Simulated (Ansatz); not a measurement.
**SiO2: gradients and densities at the nuclei**

Wanted: quadrupolar parameters for every site of SiO2, with a sense of how robust they are. The cell is a computed entry of the Materials Project. Planned: a single point, then r2SCAN.

Computed with Ansatz 0.2.0 (DFT, PBE, plane-wave PAW, default files, scalar-relativistic, as far as a step names no other, unless a step's input says otherwise).

1 further run of the same task is left out (it didn't finish).

## 1. Starting point

The structure is trigonal, space group R-3m (No. 166). The conventional cell has a = 13.597 Å, b = 13.597 Å, c = 14.836 Å, α = 90.00°, β = 90.00°, γ = 120.00°. Around Si (site symmetry 1) lie 4 O at 1.61 to 1.62 Å. O (site symmetry 2) is surrounded by 2 Si at 1.61 Å. O (site symmetry m) is surrounded by 2 Si at 1.62 Å. O (site symmetry m) has 2 Si at 1.61 Å as nearest neighbours.

Coordinates:

```cif
data_structure
_symmetry_space_group_name_H-M 'R-3m:H'
_symmetry_Int_Tables_number 166
_cell_length_a 13.5970
_cell_length_b 13.5970
_cell_length_c 14.8360
_cell_angle_alpha 90.000
_cell_angle_beta 90.000
_cell_angle_gamma 120.000
_cell_volume 2375.38
loop_
_atom_site_label
_atom_site_type_symbol
_atom_site_symmetry_multiplicity
_atom_site_Wyckoff_symbol
_atom_site_fract_x
_atom_site_fract_y
_atom_site_fract_z
_atom_site_occupancy
Si1 Si 36 i 0.89528 0.56213 0.43763 1
O1 O 18 f 0.92927 0.59594 0.33333 1
O2 O 18 h 0.80175 0.90088 0.87891 1
O3 O 18 h 0.78674 0.21326 0.46366 1
O4 O 18 g 0.00000 0.35256 0.50000 1
```

## 2. First run, atoms as given

Contents of input.yaml:

```yaml
crystal:
  lattice:
    - [6.7984988707, 3.9251151531, 4.9453227949]
    - [-6.7984988707, 3.9251151531, 4.9453227949]
    - [0.0, -7.8502303062, 4.9453227949]
  atoms:
    - { symbol: Si, position: [0.33290599, 0.10448426, 0.87550248] }
    - { symbol: Si, position: [0.10448426, 0.87550248, 0.33290599] }
    - { symbol: Si, position: [0.87550248, 0.33290599, 0.10448426] }
    - { symbol: Si, position: [0.12449752, 0.89551574, 0.66709401] }
    - { symbol: Si, position: [0.89551574, 0.66709401, 0.12449752] }
    - { symbol: Si, position: [0.66709401, 0.12449752, 0.89551574] }
    - { symbol: Si, position: [0.66709401, 0.89551574, 0.12449752] }
    - { symbol: Si, position: [0.89551574, 0.12449752, 0.66709401] }
    - { symbol: Si, position: [0.12449752, 0.66709401, 0.89551574] }
    - { symbol: Si, position: [0.87550248, 0.10448426, 0.33290599] }
    - { symbol: Si, position: [0.10448426, 0.33290599, 0.87550248] }
    - { symbol: Si, position: [0.33290599, 0.87550248, 0.10448426] }
    - { symbol: O, position: [0.26260449, 0.0, 0.73739551] }
    - { symbol: O, position: [0.0, 0.73739551, 0.26260449] }
    - { symbol: O, position: [0.73739551, 0.26260449, 0.0] }
    - { symbol: O, position: [0.73739551, 0.0, 0.26260449] }
    - { symbol: O, position: [0.0, 0.26260449, 0.73739551] }
    - { symbol: O, position: [0.26260449, 0.73739551, 0.0] }
    - { symbol: O, position: [0.68065733, 0.97803227, 0.97803227] }
    - { symbol: O, position: [0.97803227, 0.97803227, 0.68065733] }
    - { symbol: O, position: [0.97803227, 0.68065733, 0.97803227] }
    - { symbol: O, position: [0.02196773, 0.02196773, 0.31934267] }
    - { symbol: O, position: [0.02196773, 0.31934267, 0.02196773] }
    - { symbol: O, position: [0.31934267, 0.02196773, 0.02196773] }
    - { symbol: O, position: [0.25040484, 0.89017006, 0.25040484] }
    - { symbol: O, position: [0.25040484, 0.25040484, 0.89017006] }
    - { symbol: O, position: [0.89017006, 0.25040484, 0.25040484] }
    - { symbol: O, position: [0.10982994, 0.74959516, 0.74959516] }
    - { symbol: O, position: [0.74959516, 0.10982994, 0.74959516] }
    - { symbol: O, position: [0.74959516, 0.74959516, 0.10982994] }
    - { symbol: O, position: [0.5, 0.85256089, 0.14743911] }
    - { symbol: O, position: [0.14743911, 0.5, 0.85256089] }
    - { symbol: O, position: [0.85256089, 0.14743911, 0.5] }
    - { symbol: O, position: [0.5, 0.14743911, 0.85256089] }
    - { symbol: O, position: [0.85256089, 0.5, 0.14743911] }
    - { symbol: O, position: [0.14743911, 0.85256089, 0.5] }
kpoints:
  mp_grid: { grid: [3, 3, 3] }
scf:
  occupations: { method: fermi_dirac, width: 0.02 }
hamiltonian:
  xc: pbe
  pseudopotentials: { kind: paw }
output:
  forces: true
  stress: true
  populations: true
  efg: { quadrupole_moments_barn: { O: -0.02558 }, contact_densities: true }
  write_density: true
  write_potential: true
  elf: true
  volumetric_format: npy
```

Run with:

```console
$ ansatz run input.yaml --threads 1 --pin off --max-ram 2560MiB --backend cpu --events-out ev --progress --plain --runs-dir out
```

Standard output:

```text
Warning: RAYON_NUM_THREADS=1 ignored (pool sized by the plan → 1); use --threads N
Engine: ansatz 0.2.0, aarch64-unknown-linux-gnu
Pseudopotentials: kind: paw
Pseudopotential: Si, paw, valence charge 4, recommended cutoff 420 eV (normal), Si.paw.azcp
Pseudopotential: O, paw, valence charge 6, recommended cutoff 420 eV (normal), O.paw.azcp
Functional definition: PBE
  parameter kappa = 0.804
  parameter beta = 0.06672455060314922
  exchange = pbe_x(kappa = kappa, mu = beta*pi^2/3)
  correlation = pbe_c(beta = beta)
Crystal: 36 atoms, lattice volume = 791.792 Å³
Basis set: ecut = 420 eV, 15545 PW (Γ), exchange–correlation on 128×128×128 points (8 copies of the dense FFT grid, shifted against one another)
Bands: 132, of which v1, the nominal top of the filled ones, is band 96 counted from 1 (95 counted from 0)
Symmetry: 12 space group operations
Space group: R-3m (ITA 166), of the structure as read, at distance tolerance 9.3e-5 Å
k-points: 6 of 27
Non-local potential: Si, projectors of the file, l = 0: 2, l = 1: 2, l = 2: 2
Non-local potential: O, projectors of the file, l = 0: 2, l = 1: 2, l = 2: 1
PAW form: soft (Blöchl's): semilocal exchange-correlation on the pseudo side does not see the compensation charge
PAW one-centre angular grid: Si, 110 points (default); XC on 64 Gauss nodes
PAW one-centre angular grid: O, 110 points (default); XC on 64 Gauss nodes
Initial density: superposition of atomic densities (neutral atoms: chi_scale 0, normalization atom), corrected by the library's trained network
Initial wavefunctions: pseudopotential atomic-orbital guess
Functional: x = pbe(κ = 0.804, μ = 0.2195149727645171), c = pbe(β = 0.06672455060314922)
SCF iter   1: F=—  HF=-21288.626880 eV  |F-HF|=—  |Δ(HF+E_count)|=         —  Δρ=1.62e-3  dr2=2.32e-2  ethr=1.77e-3  ⟨swp⟩=7.0  Hψ=4066  notcnv=0  defer=112
preconditioner: auto → Resta (q_TF=auto, 2.154 Å⁻¹)  ε∞=2.2  [insulator: Δε(μ)=5.878 eV  Ē_g=16.373 eV  σ=0.020 eV  W_gap=1.00  n_scr=128 (ndim 8)  ℏωp=18.3 eV  f_vac=0.458  D(μ)=0.00/eV (n_scr^D=0)  ε∞_Penn≈2.2  vacuum switching on, ρ_ref=1.9e-2 e/Å³]
SCF iter   2: F=—  HF=-21288.636250 eV  |F-HF|=—  |Δ(HF+E_count)|=   9.37e-3  Δρ=7.52e-4  dr2=3.42e-3  ethr=1.21e-5  ⟨swp⟩=3.2  Hψ=1434  notcnv=0  defer=179
SCF iter   3: F=—  HF=-21288.642158 eV  |F-HF|=—  |Δ(HF+E_count)|=   5.91e-3  Δρ=3.10e-4  dr2=8.22e-4  ethr=1.78e-6  ⟨swp⟩=3.0  Hψ=1102  notcnv=0  defer=179
SCF iter   4: F=—  HF=-21288.643928 eV  |F-HF|=—  |Δ(HF+E_count)|=   1.77e-3  Δρ=8.08e-5  dr2=5.26e-5  ethr=4.28e-7  ⟨swp⟩=4.0  Hψ=1117  notcnv=0  defer=179
SCF iter   5: F=—  HF=-21288.644788 eV  |F-HF|=—  |Δ(HF+E_count)|=   8.60e-4  Δρ=3.24e-5  dr2=5.62e-6  ethr=2.74e-8  ⟨swp⟩=2.0  Hψ=1292  notcnv=0  defer=179
SCF iter   6: F=—  HF=-21288.644791 eV  |F-HF|=—  |Δ(HF+E_count)|=   2.63e-6  Δρ=7.76e-6  dr2=3.22e-7  ethr=2.93e-9  ⟨swp⟩=2.0  Hψ=1189  notcnv=0  defer=179
SCF iter   7: F=-21288.644791 eV  HF=-21288.644791 eV  |F-HF|=2.62e-8  |Δ(HF+E_count)|=   2.38e-7  Δρ=2.59e-6  dr2=4.00e-8  ethr=5.21e-11  ⟨swp⟩=21.7  Hψ=7807  notcnv=0
SCF 1 converged in 7 iterations: F = -21288.644791 eV  dr2 = 4.00e-8
WARN: The output density's exchange-correlation potential varies sharply where the density is thin. Do not read a vacuum level from v_tot or v_xc, or from such a field of the output density. On a cell that repeats whose density bears no net charge and no dipole along the vacuum's axis use v_es (v_loc + v_h of the components); under efield.dipole_correction with no amplitude use v_es + v_field, which holds any external_charges[].barrier, or the levels of the report's work_function block, which leave it out; under a non-zero efield.amplitude the vacuum is tilted and has no level; on a cell that repeats and bears such a dipole with no correction it is tilted too, and efield.dipole_correction with no amplitude gives each side of its ramp a level where efield: is served; in a cell that repeats whose density bears a net charge (total_charge, or a fill off its count) it is curved and has none; of a slab under crystal.periodic whose density bears no net charge use v_es, which has a level on each side, short of where the two are joined; of another it falls or rises all the way out and has none; of a slab beside external_charges read slab_vacuum_level instead, which it has where they leave it neutral. The grid or the basis barely resolves most such structure, and the values can differ between equally converged runs; as a rule a tighter scf.convergence.dr2_threshold does not remove it. Where the density itself ripples (under the LDA too) a higher basis.ecutwfc lessens it. The files hold the spikes' plane waves up to the density's cutoff. Files: v_tot_of_output_density and the like, and their columns of v_z.tsv (output.write_potential); v_xc_of_output_density and the like, and their columns of v_comp_z.tsv (output.write_potential_components). Measured: with its Gaussian average of σ = 0.25 Å subtracted twice, the exchange-correlation potential is over 0.1 eV at 1594 of the grid points where the equally averaged density (valence and model cores) is under 1e-3 e/Å³, and 2.27 eV at the most among them, at an averaged density of 2.1e-4 e/Å³. The input density's (outcome.potential() and, of a run that writes arrays, v_tot and v_xc) is over 0.1 eV, so measured, at 1593 points of its own thin density, 2.27 eV at the most. See output.write_potential in the manual, Limitations
SCF converged after 7 iterations
Free energy (F): -21288.644791 eV
Harris-Foulkes:  -21288.644791 eV  (|F-HF|=2.62e-8)
Internal energy: -21288.644791 eV  (E = F + TS)
E sigma→0 (E₀):  -21288.644791 eV
Fermi energy:    1.042757 eV
--- Per-component energies (eV) ---
[... 14 lines left out ...]
--- Forces (eV/Å), atoms counted from 1 ---
  atom   1  Si     0.03029610    -0.07117804    -0.05617337
  atom   2  Si    -0.07679004     0.00935183    -0.05617337
  atom   3  Si     0.04649395     0.06182621    -0.05617337
  atom   4  Si    -0.07679004    -0.00935183     0.05617337
  atom   5  Si     0.03029610     0.07117804     0.05617337
  atom   6  Si     0.04649395    -0.06182621     0.05617337
  atom   7  Si    -0.03029610     0.07117804     0.05617337
  atom   8  Si     0.07679004    -0.00935183     0.05617337
  atom   9  Si    -0.04649395    -0.06182621     0.05617337
  atom  10  Si     0.07679004     0.00935183    -0.05617337
  atom  11  Si    -0.03029610    -0.07117804    -0.05617337
  atom  12  Si    -0.04649395     0.06182621    -0.05617337
  atom  13  O      0.16058950     0.27814918    -0.00000000
  atom  14  O      0.16058950    -0.27814918     0.00000000
  atom  15  O     -0.32117901    -0.00000000     0.00000000
  atom  16  O     -0.16058950    -0.27814918     0.00000000
  atom  17  O     -0.16058950     0.27814918    -0.00000000
  atom  18  O      0.32117901     0.00000000     0.00000000
  atom  19  O      0.20192263     0.11658008    -0.17625771
  atom  20  O     -0.00000000    -0.23316017    -0.17625771
  atom  21  O     -0.20192263     0.11658008    -0.17625771
  atom  22  O      0.00000000     0.23316017     0.17625771
  atom  23  O      0.20192263    -0.11658008     0.17625771
  atom  24  O     -0.20192263    -0.11658008     0.17625771
  atom  25  O      0.08334861    -0.04812134     0.28616126
  atom  26  O      0.00000000     0.09624269     0.28616126
  atom  27  O     -0.08334861    -0.04812134     0.28616126
  atom  28  O      0.08334861     0.04812134    -0.28616126
  atom  29  O     -0.08334861     0.04812134    -0.28616126
  atom  30  O     -0.00000000    -0.09624269    -0.28616126
  atom  31  O      0.16845567    -0.29177379    -0.00000000
  atom  32  O      0.16845567     0.29177379     0.00000000
  atom  33  O     -0.33691135     0.00000000     0.00000000
  atom  34  O     -0.16845567     0.29177379     0.00000000
  atom  35  O     -0.16845567    -0.29177379    -0.00000000
  atom  36  O      0.33691135    -0.00000000     0.00000000
  max |Σ_I F_I| component: 1.67e-16 eV/Å
--- Stress (GPa, compression-positive) ---
        2.923871      -0.000000      -0.000000
       -0.000000       2.923871       0.000000
       -0.000000       0.000000       2.903478
  P = ⅓ Tr σ = 2.9171 GPa (29.171 kbar)
--- PAW observables at the nuclei: V_zz in 10²¹ V/m², potentials from the cell's mean, atoms counted from 1 ---
  atom   1  Si V_zz =    -0.915725   η = 0.9486   by run symmetry: allowed
            electrostatic potential = -1350.247280 V   contact ρ = 12801.015315 e/Å³
  atom   2  Si V_zz =    -0.915725   η = 0.9486   by run symmetry: allowed
            electrostatic potential = -1350.247280 V   contact ρ = 12801.015311 e/Å³
  atom   3  Si V_zz =    -0.915725   η = 0.9486   by run symmetry: allowed
            electrostatic potential = -1350.247280 V   contact ρ = 12801.015313 e/Å³
  atom   4  Si V_zz =    -0.915725   η = 0.9486   by run symmetry: allowed
            electrostatic potential = -1350.247280 V   contact ρ = 12801.015311 e/Å³
  atom   5  Si V_zz =    -0.915725   η = 0.9486   by run symmetry: allowed
            electrostatic potential = -1350.247280 V   contact ρ = 12801.015315 e/Å³
  atom   6  Si V_zz =    -0.915725   η = 0.9486   by run symmetry: allowed
            electrostatic potential = -1350.247280 V   contact ρ = 12801.015313 e/Å³
  atom   7  Si V_zz =    -0.915725   η = 0.9486   by run symmetry: allowed
            electrostatic potential = -1350.247280 V   contact ρ = 12801.015315 e/Å³
  atom   8  Si V_zz =    -0.915725   η = 0.9486   by run symmetry: allowed
            electrostatic potential = -1350.247280 V   contact ρ = 12801.015311 e/Å³
  atom   9  Si V_zz =    -0.915725   η = 0.9486   by run symmetry: allowed
            electrostatic potential = -1350.247280 V   contact ρ = 12801.015313 e/Å³
  atom  10  Si V_zz =    -0.915725   η = 0.9486   by run symmetry: allowed
            electrostatic potential = -1350.247280 V   contact ρ = 12801.015311 e/Å³
  atom  11  Si V_zz =    -0.915725   η = 0.9486   by run symmetry: allowed
            electrostatic potential = -1350.247280 V   contact ρ = 12801.015315 e/Å³
  atom  12  Si V_zz =    -0.915725   η = 0.9486   by run symmetry: allowed
            electrostatic potential = -1350.247280 V   contact ρ = 12801.015313 e/Å³
  atom  13  O  V_zz =    +9.288870   η = 0.1594   by run symmetry: allowed   C_q = -5.7454 MHz
            electrostatic potential = -614.594929 V   contact ρ = 2153.547400 e/Å³
  atom  14  O  V_zz =    +9.288870   η = 0.1594   by run symmetry: allowed   C_q = -5.7454 MHz
            electrostatic potential = -614.594929 V   contact ρ = 2153.547400 e/Å³
  atom  15  O  V_zz =    +9.288870   η = 0.1594   by run symmetry: allowed   C_q = -5.7454 MHz
            electrostatic potential = -614.594929 V   contact ρ = 2153.547400 e/Å³
  atom  16  O  V_zz =    +9.288870   η = 0.1594   by run symmetry: allowed   C_q = -5.7454 MHz
            electrostatic potential = -614.594929 V   contact ρ = 2153.547400 e/Å³
  atom  17  O  V_zz =    +9.288870   η = 0.1594   by run symmetry: allowed   C_q = -5.7454 MHz
            electrostatic potential = -614.594929 V   contact ρ = 2153.547400 e/Å³
  atom  18  O  V_zz =    +9.288870   η = 0.1594   by run symmetry: allowed   C_q = -5.7454 MHz
            electrostatic potential = -614.594929 V   contact ρ = 2153.547400 e/Å³
  atom  19  O  V_zz =    +9.310242   η = 0.1038   by run symmetry: allowed   C_q = -5.7586 MHz
            electrostatic potential = -614.568132 V   contact ρ = 2153.514955 e/Å³
  atom  20  O  V_zz =    +9.310242   η = 0.1038   by run symmetry: allowed   C_q = -5.7586 MHz
            electrostatic potential = -614.568132 V   contact ρ = 2153.514955 e/Å³
  atom  21  O  V_zz =    +9.310242   η = 0.1038   by run symmetry: allowed   C_q = -5.7586 MHz
            electrostatic potential = -614.568132 V   contact ρ = 2153.514955 e/Å³
  atom  22  O  V_zz =    +9.310242   η = 0.1038   by run symmetry: allowed   C_q = -5.7586 MHz
            electrostatic potential = -614.568132 V   contact ρ = 2153.514955 e/Å³
  atom  23  O  V_zz =    +9.310242   η = 0.1038   by run symmetry: allowed   C_q = -5.7586 MHz
            electrostatic potential = -614.568132 V   contact ρ = 2153.514955 e/Å³
  atom  24  O  V_zz =    +9.310242   η = 0.1038   by run symmetry: allowed   C_q = -5.7586 MHz
            electrostatic potential = -614.568132 V   contact ρ = 2153.514955 e/Å³
  atom  25  O  V_zz =    +9.598636   η = 0.1385   by run symmetry: allowed   C_q = -5.9370 MHz
            electrostatic potential = -614.584035 V   contact ρ = 2153.203404 e/Å³
  atom  26  O  V_zz =    +9.598636   η = 0.1385   by run symmetry: allowed   C_q = -5.9370 MHz
            electrostatic potential = -614.584035 V   contact ρ = 2153.203404 e/Å³
  atom  27  O  V_zz =    +9.598636   η = 0.1385   by run symmetry: allowed   C_q = -5.9370 MHz
            electrostatic potential = -614.584035 V   contact ρ = 2153.203404 e/Å³
  atom  28  O  V_zz =    +9.598636   η = 0.1385   by run symmetry: allowed   C_q = -5.9370 MHz
            electrostatic potential = -614.584035 V   contact ρ = 2153.203404 e/Å³
  atom  29  O  V_zz =    +9.598636   η = 0.1385   by run symmetry: allowed   C_q = -5.9370 MHz
            electrostatic potential = -614.584035 V   contact ρ = 2153.203404 e/Å³
  atom  30  O  V_zz =    +9.598636   η = 0.1385   by run symmetry: allowed   C_q = -5.9370 MHz
            electrostatic potential = -614.584035 V   contact ρ = 2153.203404 e/Å³
  atom  31  O  V_zz =    +9.522341   η = 0.1349   by run symmetry: allowed   C_q = -5.8898 MHz
            electrostatic potential = -614.587437 V   contact ρ = 2153.269015 e/Å³
  atom  32  O  V_zz =    +9.522341   η = 0.1349   by run symmetry: allowed   C_q = -5.8898 MHz
            electrostatic potential = -614.587437 V   contact ρ = 2153.269015 e/Å³
  atom  33  O  V_zz =    +9.522341   η = 0.1349   by run symmetry: allowed   C_q = -5.8898 MHz
            electrostatic potential = -614.587437 V   contact ρ = 2153.269015 e/Å³
  atom  34  O  V_zz =    +9.522341   η = 0.1349   by run symmetry: allowed   C_q = -5.8898 MHz
            electrostatic potential = -614.587437 V   contact ρ = 2153.269015 e/Å³
  atom  35  O  V_zz =    +9.522341   η = 0.1349   by run symmetry: allowed   C_q = -5.8898 MHz
            electrostatic potential = -614.587437 V   contact ρ = 2153.269015 e/Å³
  atom  36  O  V_zz =    +9.522341   η = 0.1349   by run symmetry: allowed   C_q = -5.8898 MHz
            electrostatic potential = -614.587437 V   contact ρ = 2153.269015 e/Å³
--- Band table (eV; the first three rows and the last of 6) ---
[... 4 lines left out ...]
--- Löwdin populations: 36 sites ---
  site symbol       q [e]
[... 36 lines left out ...]
  spilling = 0.013816 (of n_electrons = 192.000000)
```

Run time: 93 s. Hardware: 1 thread of Arm Neoverse V1, shared host; peak memory 1.1 GiB.

At the end: gap on the mesh 5.84 eV, largest force 0.337 eV/Å, pressure 2.9 GPa.

The printed gradients, by site:

```tsv
site	atoms	first shell	V_zz (10²¹ V/m²)	η	C_Q (MHz)
Si	1, 2, 3, 4, …	4 O at 1.61–1.62 Å	-0.92	0.95	–
O13	13, 14, 15, 16, …	2 Si at 1.61 Å, angle 147°	9.29	0.16	-5.75 (¹⁷O)
O19	19, 20, 21, 22, …	2 Si at 1.62 Å, angle 149°	9.31	0.10	-5.76 (¹⁷O)
O25	25, 26, 27, 28, …	2 Si at 1.61 Å, angle 151°	9.60	0.14	-5.94 (¹⁷O)
O31	31, 32, 33, 34, …	2 Si at 1.61 Å, angle 148°	9.52	0.13	-5.89 (¹⁷O)
```

C_Q = eQV_zz/h, which is 24.18 MHz for Q = 1 b and V_zz = 10²¹ V/m²; η = (V_xx − V_yy)/V_zz. Nuclear quadrupole moments: year-2017 set (Pyykkö). A dash under C_Q marks elements without a common quadrupolar isotope.

Direction of the V_zz axis (Cartesian unit vector):

| site | atom | x | y | z |
| --- | --- | --- | --- | --- |
| O13 | 13 | -0.01 | 0.00 | 1.00 |
| O19 | 19 | -0.50 | 0.87 | 0.00 |
| O25 | 25 | 0.50 | 0.87 | 0.00 |
| O31 | 31 | 0.69 | 0.40 | 0.60 |

Density in a lattice plane of the grid's cell (edges 9.28 and 9.28 Å, at 0.110 of the third edge), which holds Si and O.

Ten even steps from ' ' (0.00 e/Å³) to '@' (7.35 e/Å³):
```
                                                
                      ..::::..                  
                    ..==**--..                  
                      ::::..      ::==::        
                                ..**@@**..      
                                  ::==::..      
                                                
                                                
                                        ::::..  
                                      ::**++..  
                                      ..--::..  
                                                
                                                
                                                
                                                
                                                
                                                
                                                
                                                
                                                
```
Columns run along the first of these edges and rows up along the second, over one cell in 24 and 20 even steps from the bottom left corner. Atoms in the plane (fractional): Si at (0.33, 0.88), Si at (0.67, 0.90), Si at (0.90, 0.67), Si at (0.88, 0.33), O at (0.75, 0.75).

ELF in the same plane.

Ten even steps from '0' (0.00) to '9' (0.85):
```
000001245324663112210000
000012211179997120121000
000012211399799216875100
000001342279996279898411
100003564137851288389512
210014663001200399998102
310002442000000367752112
100000111000000000026742
100000000000000000489984
000000000000000003898895
012100000000000002699983
466510000000000000157732
898620000000000112220206
788610000000000356651115
455300000000000356542222
011000000000000123211210
000000134420000000000100
000001578751000000000000
000002689851000111000000
000001478720011232110000
```
Columns run along the first of these edges and rows up along the second, over one cell in 24 and 20 even steps from the bottom left corner. Atoms in the plane (fractional): Si at (0.33, 0.88), Si at (0.67, 0.90), Si at (0.90, 0.67), Si at (0.88, 0.33), O at (0.75, 0.75).

Both are smooth fields of the valence electrons: close to the nuclei they are not physical.

The highest ELF values outside the cores: 0.86 in the shell around O, 0.6 Å from O; 0.86 beside O, off the lines to its neighbours, 0.6 Å from O; 0.85 on the O–Si line, 0.7 Å from O.

[end of part 1 of 2]
